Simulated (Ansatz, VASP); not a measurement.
# TaO2 in two plane-wave programs, part 2 of 2

One calculation is typed for both programs; each brings its own data sets. How far apart do they land? Of the first pair: The structure shown is the start of the Ansatz relaxation below; VASP solves that cell, so the two are compared at the walk's first step.

VASP 6.6.1 and Ansatz 0.2.0.

So far: The structure; Ansatz: relaxation, RPBE; VASP: single point, RPBE, start cell, pair 1.

**3. VASP: single point, RPBE, start cell, pair 1 (continued)**

Level of this step: RPBE; plane waves and PAW (Ta_pv, O) (VASP).

Numbers of over 12 decimals in the logs are rounded to 6 here.

OUTCAR, selected parts (step 3):

```text
ion  position               nearest neighbor table
   1  0.667  0.667  0.331-   3 2.00   2 2.00   2 2.00   2 2.00   3 2.00   3 2.00
   2  0.000  0.000  0.374-   1 2.00   1 2.00   1 2.00
   3  0.333  0.333  0.288-   1 2.00   1 2.00   1 2.00

  LATTYP: Found a hexagonal cell.
 ALAT       =     2.7066736157
 C/A-ratio  =    10.6294264049

 Subroutine GETGRP returns: Found 12 space group operations
 (whereof  6 operations were pure point group operations)

The static configuration has the point symmetry C_3v.
 The point group associated with its full space group is D_3d.

 Found     12 irreducible k-points:

   k-points           NKPTS =     12   k-points in BZ     NKDIM =     12   number of bands    NBANDS=     17

   dimension x,y,z NGX =    20 NGY =   20 NGZ =  216
   dimension x,y,z NGXF=    40 NGYF=   40 NGZF=  432

   ENCUT  =  520.0 eV  38.22 Ry    6.18 a.u.   5.03  5.03 53.49*2*pi/ulx,y,z

   NELECT =      23.0000    total number of electrons

 k-points in reciprocal lattice and weights: Automatic mesh
   0.00000000  0.00000000  0.00000000       0.012
   0.11111111 -0.00000000  0.00000000       0.074
   0.22222222 -0.00000000  0.00000000       0.074
   0.33333333 -0.00000000  0.00000000       0.074
   0.44444444 -0.00000000  0.00000000       0.074
   0.22222222  0.11111111  0.00000000       0.074
   0.33333333  0.11111111  0.00000000       0.148
   0.44444444  0.11111111  0.00000000       0.148
  -0.44444444  0.11111111  0.00000000       0.074
   0.44444444  0.22222222  0.00000000       0.074
  -0.44444444  0.22222222  0.00000000       0.148
  -0.33333333  0.33333333  0.00000000       0.025

 dipolmoment           0.000000      0.000000      0.000003 electrons x Angstroem

 average (electrostatic) potential at core
       1 -47.6684       2 -80.7791       3 -80.7791

 E-fermi :  -4.2120

 k-point     1 :       0.0000    0.0000    0.0000
  band No.  band energies     occupation
    ...
      7     -10.1730      2.00000
      8     -10.1730      2.00000
      9      -8.4464      2.00000
     10      -6.9921      2.00000
     11      -6.9921      2.00000
     12      -3.2063      0.00000
     13      -2.9052      0.00000
     14      -2.9052      0.00000
     15       1.1731      0.00000
     16       1.6316      0.00000
    ...

 k-point     2 :       0.1111   -0.0000    0.0000
  band No.  band energies     occupation
    ...
      7     -10.6989      2.00000
      8      -9.9831      2.00000
      9      -7.9036      2.00000
     10      -7.8839      2.00000
     11      -7.2836      2.00000
     12      -3.4277      0.00000
     13      -2.9020      0.00000
     14      -2.4730      0.00000
     15       1.5016      0.00000
     16       1.7440      0.00000
    ...

 k-point     3 :       0.2222   -0.0000    0.0000
  band No.  band energies     occupation
    ...
      8      -9.7040      2.00000
      9      -9.6916      2.00000
     10      -7.6756      2.00000
     11      -7.5331      2.00000
     12      -4.3161      1.77818
     13      -2.1279      0.00000
     14      -1.3814      0.00000
     15       1.6664      0.00000
     16       2.8324      0.00000
     17       3.2440      0.00000

  Total       17.4324356     17.4324290      3.9613057     -0.0000000      0.0000000      0.0000000
  in kB      153.0102344    153.0101765     34.7696862     -0.0000000      0.0000000      0.0000000
  external PRESSURE =     113.5966990 kB  Pullay stress =       0.0000000 kB

  energy-cutoff  :      520.00
  volume of cell :      182.54
      direct lattice vectors                 reciprocal lattice vectors
     2.706674000  0.000000000  0.000000000     0.369457127 -0.213306212  0.000000000
     1.353337000  2.344048000  0.000000000     0.000000000  0.426612424  0.000000000
     0.000000000  0.000000000 28.770388000     0.000000000  0.000000000  0.034757960

 POSITION                                       TOTAL-FORCE (eV/Angst)
 -----------------------------------------------------------------------------------
      2.70667      1.56270      9.52417        -0.000000      0.000000      0.000000
      0.00000      0.00000     10.76676         0.000000     -0.000000      1.617375
      1.35334      0.78135      8.28157        -0.000000      0.000000     -1.617375
 -----------------------------------------------------------------------------------
    total drift:                               -0.000000      0.000368      0.000293

  FREE ENERGIE OF THE ION-ELECTRON SYSTEM (eV)
  ---------------------------------------------------
  free  energy   TOTEN  =       -25.6430409391 eV

  energy  without entropy=      -25.6303282107  energy(sigma->0) =      -25.63668457

 vacuum level on the upper side and lower side of the slab         1.994         1.994

 total charge
# of ion       s       p       d       tot
------------------------------------------
    1        0.377   6.415   2.625   9.417
    2        1.596   3.504   0.000   5.100
    3        1.596   3.504   0.000   5.100
--------------------------------------------------
tot          3.569  13.423   2.625  19.616

[... 3 further parts left out ...]
```

**4. Differences**

Known differences besides the potentials themselves: Ansatz cuts the interaction across the vacuum, VASP repeats the sheet with a dipole correction (LDIPOL); the data sets hold 25 valence electrons in Ansatz (on its default PAW (the set named soft_2) files) and 23 in VASP; the cutoff is 420 eV in Ansatz and 520 eV in VASP; Ansatz makes its cores anew for this functional, VASP keeps those of its PBE data sets. Total energies have different zeros and are not compared.

Forces (eV/Å; atoms numbered as in POSCAR):

```tsv
atom	Ansatz x, y, z	VASP x, y, z
Ta1	0.000, 0.000, 0.000	0.000, 0.000, 0.000
O2	0.000, 0.000, 1.466	0.000, 0.000, 1.617
O3	0.000, 0.000, -1.466	0.000, 0.000, -1.617
```

The forces differ by 71 meV/Å r.m.s., which is 9.3 % of the r.m.s. force of 0.762 eV/Å (both taken over all components). Where the cell holds vacuum, a pressure given here is an average over it and none of the material.

**5. Ansatz: relaxation, RPBE**

This run makes the geometry at which the two programs are then compared.

The structure compared here is the end of the Ansatz relaxation.

This is the run of step 2 again, met here at its other cell.

**6. VASP: single point, RPBE, relaxed cell, pair 2**

The same cell, functional, mesh and smearing now go to VASP, with its own data sets.

INCAR reads:

```
SYSTEM = TaO2
PREC = Accurate
ENCUT = 520
EDIFF = 1E-06
NELM = 120
ISMEAR = -1
SIGMA = 0.05
LREAL = .FALSE.
ALGO = Normal
GGA = RP
NBANDS = 17
LASPH = .TRUE.
LORBIT = 11
LWAVE = .FALSE.
LCHARG = .FALSE.
ISIF = 2
LDIPOL = .TRUE.
IDIPOL = 3
DIPOL = 0.5 0.5 0.331
LVHAR = .TRUE.
GGA_COMPAT = .FALSE.
NELMDL = -8
```

POSCAR reads:

```
TaO2
1.0
    3.0583989106      0.0000000000      0.0000000000
    1.5291994553      2.6486511515      0.0000000000
    0.0000000000      0.0000000000     28.7703875245
Ta O
1 2
Direct
    0.6666666667      0.6666666667      0.3310406110
    0.0000000000      0.0000000000      0.3702231911
    0.3333333333      0.3333333333      0.2918580309
```

KPOINTS reads:

```
Automatic mesh
0
Gamma
9 9 1
0 0 0
```

Potentials, in the order of the species: Ta_pv and O (PBE family, release 64).

The run is started by

```console
mpirun -np 1 vasp_std
```

What it wrote:

```text
[banner, memory and clock lines left out]
running    1 mpi-ranks, on    1 nodes
[...]
[... a notice as in an earlier step ...]

 LDA part: xc-table for (Slater+PW92), standard interpolation
 POSCAR, INCAR and KPOINTS ok, starting setup
[...]
entering main loop
       N       E                     dE             d eps       ncg     rms          rms(c)
DAV:   1     0.170459671970E+03    0.17046E+03   -0.10594E+04   512   0.980E+02
DAV:   2    -0.101009509834E+02   -0.18056E+03   -0.17715E+03   548   0.239E+02
DAV:   3    -0.320574607264E+02   -0.21957E+02   -0.21529E+02   506   0.885E+01
DAV:   4    -0.324367043666E+02   -0.37924E+00   -0.37817E+00   597   0.127E+01
[...]
DAV:  22    -0.274721190753E+02   -0.38457E-05   -0.14018E-07   442   0.130E-03    0.149E-04
DAV:  23    -0.274721203839E+02   -0.13086E-05   -0.14172E-08   437   0.557E-04    0.637E-05
DAV:  24    -0.274721212590E+02   -0.87509E-06   -0.26466E-08   401   0.462E-04
   1 F= -.27472121E+02 E0= -.27463924E+02  d E =-.163939E-01
```

OUTCAR, selected parts (step 6):

```text
  Total        0.2066701      0.2066701      0.0650295     -0.0000000      0.0000000      0.0000000
  in kB        1.4207693      1.4207693      0.4470500     -0.0000000      0.0000000      0.0000000
  external PRESSURE =       1.0961962 kB  Pullay stress =       0.0000000 kB

 POSITION                                       TOTAL-FORCE (eV/Angst)
 -----------------------------------------------------------------------------------
      3.05840      1.76577      9.52417         0.000000      0.000000      0.000000
      0.00000      0.00000     10.65146        -0.000000     -0.000000      0.052483
      1.52920      0.88288      8.39687         0.000000      0.000000     -0.052483
 -----------------------------------------------------------------------------------
    total drift:                                0.000000      0.000000      0.000056

  FREE ENERGIE OF THE ION-ELECTRON SYSTEM (eV)
  ---------------------------------------------------
  free  energy   TOTEN  =       -27.4721212590 eV

  energy  without entropy=      -27.4557273258  energy(sigma->0) =      -27.46392429

[... 1 part as in an earlier step ...]

[... 2 further parts left out ...]
[key lines of the parts left out:]
E-fermi :  -3.3830
```

**7. Comparison**

What differs besides the data sets and the points named for the pairs above, as far as they apply: the data sets hold 25 valence electrons in Ansatz (on its default PAW (the set named soft_2) files) and 23 in VASP. Total energies have different zeros and are not compared.

Forces (eV/Å; atoms numbered as in POSCAR):

```tsv
atom	Ansatz x, y, z	VASP x, y, z
Ta1	0.000, 0.000, 0.000	0.000, 0.000, 0.000
O2	0.000, 0.000, 0.000	0.000, 0.000, 0.052
O3	0.000, 0.000, 0.000	0.000, 0.000, -0.052
```

The forces differ by 25 meV/Å r.m.s., where the r.m.s. force is 0.000 eV/Å in Ansatz and 0.025 eV/Å in VASP: the atoms lie near their places of rest in Ansatz, so a percentage would say little (all taken over all components). Where the cell holds vacuum, a pressure given here is an average over it and none of the material.

**8. Outcome**

* r.m.s. force difference (single point, RPBE, start cell, pair 1): 9.3 % of the r.m.s. force
* r.m.s. force difference (single point, RPBE, relaxed cell, pair 2): 25 meV/Å

The r.m.s. force difference is 9.3 % of the r.m.s. force (single point, RPBE, start cell, pair 1), beyond the 3 % picked in this series as the mark of a large difference. The data sets hold unlike numbers of valence electrons (25 in Ansatz and 23 in VASP), so part of the differences may come from the potentials. What causes the difference of the single point, RPBE, start cell, pair 1 pair stays open here. What causes the difference of the single point, RPBE, relaxed cell, pair 2 pair stays open here. How closely two codes agree says nothing of how well the functional describes the real material.

[Lines on the potential files, build, host, timing and source positions are cut from VASP's logs without a mark.]

[Logs are printed without paths, hosts, clocks, repeated set-up lines and the standing remarks that a program may print on its own settings, such as how far it seeks lower states.]

[Hosts, paths, dates, database ids (printed as entryN), source tags and the programs' standing remarks are cut or masked in the printed files.]
